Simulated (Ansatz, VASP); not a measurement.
# Rb in VASP and in Ansatz

File INCAR:

```
SYSTEM = Rb
ALGO = Normal
EDIFF = 1E-6
ENCUT = 520
GGA = PE
ISIF = 2
ISMEAR = -1
LASPH = .True.
LCHARG = .False.
LREAL = .False.
LWAVE = .False.
NBANDS = 10
NELM = 60
PREC = Accurate
SIGMA = 0.08
```

File KPOINTS:

```
k-points
0
Gamma
  10 10 10
  0 0 0
```

File POSCAR:

```
Rb
1.0
    4.6017171955      0.0000000000      0.0000000000
    0.0000000000      4.6017171955      0.0000000000
    0.0000000000      0.0000000000      4.6709152313
Rb
1
Direct
    0.0000000000      0.0000000000      0.0000000000
```

Input for Ansatz:

```yaml
crystal:
  lattice:
    - [4.6017171955, 0.0, 0.0]
    - [0.0, 4.6017171955, 0.0]
    - [0.0, 0.0, 4.6709152313]
  atoms:
    - { symbol: Rb, position: [0.0, 0.0, 0.0] }
kpoints:
  mp_grid: { grid: [10, 10, 10] }
scf:
  occupations: { method: fermi_dirac, width: 0.08 }
hamiltonian:
  xc: pbe
  pseudopotentials: { kind: all_electron, lapw: { basis_error: 0.0005 } }
output:
  forces: true
  stress: true
  eigenvalues: true
```

Change from the starting cell: z stretched by +1 % at fixed volume.

Alike in both runs: task single point; functional PBE; k mesh 10 × 10 × 10; occupations fermi-dirac, width 0.08 eV; no spin polarisation.

|  | VASP | Ansatz |
| --- | --- | --- |
| version | VASP 6.6.1 | Ansatz 0.2.0 |
| potentials or method | VASP PAW PBE potentials, release 64 (Rb_sv) | all-electron LAPW, scalar-relativistic |
| plane-wave cutoff (eV) | 520 | see its input |

|  | VASP | Ansatz | Ansatz less VASP |
| --- | --- | --- | --- |
| pressure (GPa) | 0.0 | 0.0 | 0.00 |
| largest component of the traceless stress (GPa) | 0.06 | 0.06 | 0.000 |

Ansatz ran all-electron here, so the differences hold the error of VASP's frozen core and of both bases.
